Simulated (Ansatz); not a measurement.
# Fixed-spin-moment curve of Ni, part 2 of 2

Aim: map the free energy of Ni against its total moment. A free run comes first, then runs with N↑ − N↓ held fixed. System: Ni, the measured crystal structure (space group Fm-3m); the cell holds 1 atom. Source: COD entry 2102275, which need not be the ambient phase.

Ansatz 0.2.0; DFT r2SCAN, PAW, plane waves, scalar-relativistic. Earlier steps stand in the parts before.

## Step 9: Total moment fixed at 0.78 μB

input.yaml

```yaml
crystal:
  lattice:
    - [0.0, 1.76615, 1.76615]
    - [1.76615, 0.0, 1.76615]
    - [1.76615, 1.76615, 0.0]
  atoms:
    - { symbol: Ni, position: [0.0, 0.0, 0.0], spin: 0.78 }
magnetization:
  spin_polarized: true
  initial_magnetization: 0.78
  spin_locking: { lock_magnetization: hard }
hamiltonian:
  xc: r2scan
  pseudopotentials: { kind: paw }
basis:
  ecutwfc: 500
kpoints:
  mp_grid: { grid: [15, 15, 15] }
scf:
  occupations: { method: gaussian, width: 0.1 }
  lower_state_search: "off"
  max_iter: 150
output:
  forces: true
  stress: true
```

Started as:

```console
ansatz run input.yaml --threads 2 --pin off --max-ram 5120MiB --backend cpu --events-out ev --progress --plain --runs-dir out
```

Output, shortened:

```text
[... 23 lines as in an earlier run ...]
Starting moments: Σ|m| = 0.78 μB on 1 of 1 site
[... 2 lines as in an earlier run ...]
[...]
SCF iter   1: F=—  HF=-5845.121988 eV  |F-HF|=—  |Δ(HF+E_count)|=         —  Δρ=4.57e-2 (↑4.57e-2 ↓1.42e-2)  dr2=1.18e-1  dr2_τ=6.44e-3  dr2_m=5.66e-2  M=0.780 μB ∫|m|=0.802 μB  β_m=1.20  ethr=6.60e-4  ⟨swp⟩=1.0  Hψ=22922  notcnv=0
[...]
SCF iter  12: F=-5845.277298 eV  HF=-5845.277298 eV  |F-HF|=3.98e-8  |Δ(HF+E_count)|=   7.22e-8  Δρ=9.53e-6 (↑4.81e-6 ↓9.53e-6)  dr2=1.51e-8  dr2_τ=2.22e-11  dr2_m=7.91e-10  M=0.780 μB ∫|m|=0.954 μB  ethr=5.78e-11  ⟨swp⟩=4.2  Hψ=10604  notcnv=0
[...]
[... 1 line as in an earlier run ...]
SCF converged after 12 iterations
Magnetization: 0.7800 μB (9.3900 up, 8.6100 down)
Absolute magnetization: 0.9553 μB (∫|ρ↑−ρ↓|, with the PAW one-centre terms)
Spin contamination: 0.0227 ħ² per cell (⟨S²⟩ above its minimum at these occupations)
Per-site moments (μB) at R_I (Å): [(0.84920106113979, 1.0303067293139123)]
Free energy (F): -5845.277298 eV
[...]
E sigma→0 (E₀):  -5845.274544 eV
Entropy (-TS):   -0.005506 eV (-5.506 meV/atom)
Fermi energy:    17.875228 (↑ 17.912973, ↓ 17.837484) eV
[... 17 lines left out: energy terms ...]
--- Forces (eV/Å), atoms counted from 1 ---
  atom   1  Ni    -0.00000000    -0.00000000     0.00000000
[...]
--- Stress (GPa, compression-positive) ---
       -8.864726       0.000000       0.000000
        0.000000      -8.864726       0.000000
       -0.000000      -0.000000      -8.864726
  P = ⅓ Tr σ = -8.8647 GPa (-88.647 kbar)
```

Wall time 3.9 s (2 threads of Arm Neoverse V1, shared host); peak memory 0.32 GiB.

Moments: Ni1 0.85 μB; total 0.78 μB per cell; the free energy is 1 meV per cell above that of step 2.

## Step 10: Total moment fixed at 1.31 μB

input.yaml, as its differences from that of step 9:

```diff
@@ -6,6 +6,6 @@
   atoms:
-    - { symbol: Ni, position: [0.0, 0.0, 0.0], spin: 0.78 }
+    - { symbol: Ni, position: [0.0, 0.0, 0.0], spin: 1.31 }
 magnetization:
   spin_polarized: true
-  initial_magnetization: 0.78
+  initial_magnetization: 1.31
   spin_locking: { lock_magnetization: hard }
```

Started as:

```console
ansatz run input.yaml --threads 2 --pin off --max-ram 5120MiB --backend cpu --events-out ev --progress --plain --runs-dir out
```

Output, shortened:

```text
[... 23 lines as in an earlier run ...]
Starting moments: Σ|m| = 1.31 μB on 1 of 1 site
[... 2 lines as in an earlier run ...]
[...]
SCF iter   1: F=—  HF=-5844.844100 eV  |F-HF|=—  |Δ(HF+E_count)|=         —  Δρ=2.70e-2 (↑2.70e-2 ↓2.19e-2)  dr2=7.69e-3  dr2_τ=5.87e-3  dr2_m=5.18e-2  M=1.310 μB ∫|m|=1.310 μB  β_m=1.20  ethr=4.35e-5  ⟨swp⟩=1.3  Hψ=22997  notcnv=0
[...]
SCF iter  12: F=-5845.021282 eV  HF=-5845.021282 eV  |F-HF|=1.67e-8  |Δ(HF+E_count)|=   1.34e-7  Δρ=1.31e-5 (↑5.10e-6 ↓1.31e-5)  dr2=1.86e-8  dr2_τ=5.23e-11  dr2_m=2.38e-9  M=1.310 μB ∫|m|=1.327 μB  ethr=4.33e-10  ⟨swp⟩=4.4  Hψ=10836  notcnv=0
[...]
[... 1 line as in an earlier run ...]
SCF converged after 12 iterations
Magnetization: 1.3100 μB (9.6550 up, 8.3450 down)
Absolute magnetization: 1.3267 μB (∫|ρ↑−ρ↓|, with the PAW one-centre terms)
Spin contamination: 0.0154 ħ² per cell (⟨S²⟩ above its minimum at these occupations)
Per-site moments (μB) at R_I (Å): [(1.3075428591200597, 1.0303067293139123)]
Free energy (F): -5845.021282 eV
[...]
E sigma→0 (E₀):  -5845.019098 eV
Entropy (-TS):   -0.004367 eV (-4.367 meV/atom)
Fermi energy:    18.638171 (↑ 19.689242, ↓ 17.587100) eV
[...]
--- Forces (eV/Å), atoms counted from 1 ---
  atom   1  Ni    -0.00000000     0.00000000    -0.00000000
[...]
--- Stress (GPa, compression-positive) ---
       -1.176895       0.000000       0.000000
        0.000000      -1.176895       0.000000
        0.000000      -0.000000      -1.176895
  P = ⅓ Tr σ = -1.1769 GPa (-11.769 kbar)
```

Wall time 3.9 s (2 threads of Arm Neoverse V1, shared host); peak memory 0.32 GiB.

Moments: Ni1 1.31 μB; total 1.31 μB per cell; the free energy is 257 meV per cell above that of step 2.

## Step 11: Total moment fixed at 1.83 μB

input.yaml, as its differences from that of step 10:

```diff
@@ -6,6 +6,6 @@
   atoms:
-    - { symbol: Ni, position: [0.0, 0.0, 0.0], spin: 1.31 }
+    - { symbol: Ni, position: [0.0, 0.0, 0.0], spin: 1.83 }
 magnetization:
   spin_polarized: true
-  initial_magnetization: 1.31
+  initial_magnetization: 1.83
   spin_locking: { lock_magnetization: hard }
```

Started as:

```console
ansatz run input.yaml --threads 2 --pin off --max-ram 5120MiB --backend cpu --events-out ev --progress --plain --runs-dir out
```

Output, shortened:

```text
[... 23 lines as in an earlier run ...]
Starting moments: Σ|m| = 1.83 μB on 1 of 1 site
[... 2 lines as in an earlier run ...]
[...]
SCF iter   1: F=—  HF=-5844.048374 eV  |F-HF|=—  |Δ(HF+E_count)|=         —  Δρ=3.46e-2 (↑1.70e-2 ↓3.46e-2)  dr2=1.70e-1  dr2_τ=6.08e-3  dr2_m=1.93e-2  M=1.830 μB ∫|m|=1.830 μB  β_m=1.20  ethr=9.35e-4  ⟨swp⟩=1.0  Hψ=22897  notcnv=0
[...]
SCF iter  16: F=-5844.166278 eV  HF=-5844.166278 eV  |F-HF|=1.82e-8  |Δ(HF+E_count)|=   5.04e-7  Δρ=3.86e-6 (↑5.29e-7 ↓3.86e-6)  dr2=2.30e-10  dr2_τ=8.66e-12  dr2_m=4.35e-10  M=1.830 μB ∫|m|=1.830 μB  ethr=1.11e-10  ⟨swp⟩=2.5  Hψ=12824  notcnv=0
[...]
[... 1 line as in an earlier run ...]
SCF converged after 16 iterations
Magnetization: 1.8300 μB (9.9150 up, 8.0850 down)
Absolute magnetization: 1.8300 μB (∫|ρ↑−ρ↓|, with the PAW one-centre terms)
Spin contamination: 0.0080 ħ² per cell (⟨S²⟩ above its minimum at these occupations)
Per-site moments (μB) at R_I (Å): [(1.7037412938177614, 1.0303067293139123)]
Free energy (F): -5844.166278 eV
[...]
E sigma→0 (E₀):  -5844.163772 eV
Entropy (-TS):   -0.005013 eV (-5.013 meV/atom)
Fermi energy:    19.404406 (↑ 21.741321, ↓ 17.067492) eV
[... 17 lines left out: energy terms ...]
--- Forces (eV/Å), atoms counted from 1 ---
  atom   1  Ni    -0.00000000     0.00000000     0.00000000
[...]
--- Stress (GPa, compression-positive) ---
       11.250139       0.000000       0.000000
       -0.000000      11.250139       0.000000
       -0.000000      -0.000000      11.250139
  P = ⅓ Tr σ = 11.2501 GPa (112.501 kbar)
```

It took 5.3 s on 2 threads of Arm Neoverse V1, shared host; peak memory 0.32 GiB.

Moments: Ni1 1.70 μB; total 1.83 μB per cell; the free energy is 1112 meV per cell above that of step 2.

## Step 12: Usual moment scaled by 0.1, free total moment

input.yaml

```yaml
crystal:
  lattice:
    - [0.0, 1.76615, 1.76615]
    - [1.76615, 0.0, 1.76615]
    - [1.76615, 1.76615, 0.0]
  atoms:
    - { symbol: Ni, position: [0.0, 0.0, 0.0], spin: 0.2 }
magnetization:
  spin_polarized: true
hamiltonian:
  xc: r2scan
  pseudopotentials: { kind: paw }
basis:
  ecutwfc: 500
kpoints:
  mp_grid: { grid: [15, 15, 15] }
scf:
  occupations: { method: gaussian, width: 0.1 }
  lower_state_search: "off"
output:
  forces: true
  stress: true
  write_density: true
  write_potential: true
  elf: true
  volumetric_format: npy
```

Started as:

```console
ansatz run input.yaml --threads 2 --pin off --max-ram 5120MiB --backend cpu --events-out ev --progress --plain --runs-dir out
```

Output, shortened:

```text
[... 21 lines as in an earlier run ...]
Starting moments: Σ|m| = 0.2 μB on 1 of 1 site
[... 3 lines as in an earlier run ...]
SCF iter   1: F=-5845.111296 eV  HF=-5845.085191 eV  |F-HF|=2.61e-2  |Δ(HF+E_count)|=         —  Δρ=6.25e-2 (↑6.25e-2 ↓1.63e-2)  dr2=1.83e-1  dr2_τ=7.03e-3  dr2_m=1.25e-1  M=0.378 μB ∫|m|=0.388 μB  β_m=1.00  ethr=1.02e-3  ⟨swp⟩=1.0  Hψ=24852  notcnv=0
[...]
spin-set hold released at iteration 6 (site moments contracting): the magnetisation degrees of freedom join the quasi-Newton model from the next iteration; the mixer history was flushed
[...]
SCF iter  16: F=-5845.278134 eV  HF=-5845.278134 eV  |F-HF|=1.31e-8  |Δ(HF+E_count)|=   8.79e-6  Δρ=6.74e-6 (↑6.03e-6 ↓6.74e-6)  dr2=8.19e-11  dr2_τ=1.78e-11  dr2_m=4.02e-9  M=0.737 μB ∫|m|=0.912 μB  ethr=5.56e-10  ⟨swp⟩=9.4  Hψ=24840  notcnv=0
[...]
[... 1 line as in an earlier run ...]
SCF converged after 16 iterations
Magnetization: 0.7369 μB (9.3684 up, 8.6316 down)
Absolute magnetization: 0.9132 μB (∫|ρ↑−ρ↓|, with the PAW one-centre terms)
Spin contamination: 0.0216 ħ² per cell (⟨S²⟩ above its minimum at these occupations)
Per-site moments (μB) at R_I (Å): [(0.8059609635639565, 1.0303067293139123)]
Free energy (F): -5845.278134 eV
[...]
E sigma→0 (E₀):  -5845.275262 eV
Entropy (-TS):   -0.005745 eV (-5.745 meV/atom)
Fermi energy:    17.838252 eV
[... 17 lines left out: energy terms ...]
--- Forces (eV/Å), atoms counted from 1 ---
  atom   1  Ni    -0.00000000     0.00000000    -0.00000000
[...]
--- Stress (GPa, compression-positive) ---
       -9.374282       0.000000       0.000000
       -0.000000      -9.374282      -0.000000
        0.000000      -0.000000      -9.374282
  P = ⅓ Tr σ = -9.3743 GPa (-93.743 kbar)
[... 5 lines left out: bands ...]
```

It took 6.1 s on 2 threads of Arm Neoverse V1, shared host; peak memory 0.33 GiB.

Site moments Ni1 0.81 μB, total 0.74 μB; the free energy is that of step 2 within 0.5 meV.

## Step 13: Energy against moment

```tsv
M (μB/cell)	above lowest (meV/cell)	moments of Ni1 (μB)	pressure (GPa)
0.00	125	0.00	-11.9
0.26	100	0.30	-11.5
0.52	35	0.59	-10.6
0.78	1	0.85	-8.9
1.04	65	1.08	-5.9
1.31	257	1.31	-1.2
1.57	597	1.51	4.2
1.83	1112	1.70	11.3
2.09	1840	1.90	19.7
```

The 11 runs of this session took 49 s in all, from 1.8 s to 6.6 s each.

M (μB), meV per cell and a bar:
```
     0.00        125 ##
     0.26        100 ##
     0.52         35 #
     0.78          1 
     1.04         65 #
     1.31        257 ####
     1.57        597 ##########
     1.83       1112 ##################
     2.09       1840 ##############################
```

## Step 14: Results

This closing draws on all 2 parts.

| quantity | value |
| --- | --- |
| lowest fixed-moment run | M = 0.78 μB, 1 meV above the lowest run |
| free runs end at | 0.74 μB (0 meV), 0.74 μB (0 meV) |
| cost of M = 0 (from this start; opposed moments can cost less) | 125 meV per cell |
| cost of the largest M | 1840 meV per cell at 2.09 μB |

**Reading.** Among the fixed runs the energy is least at M = 0.78 μB. The free SCF ends at 0.74 μB, and no fixed run lies below it.
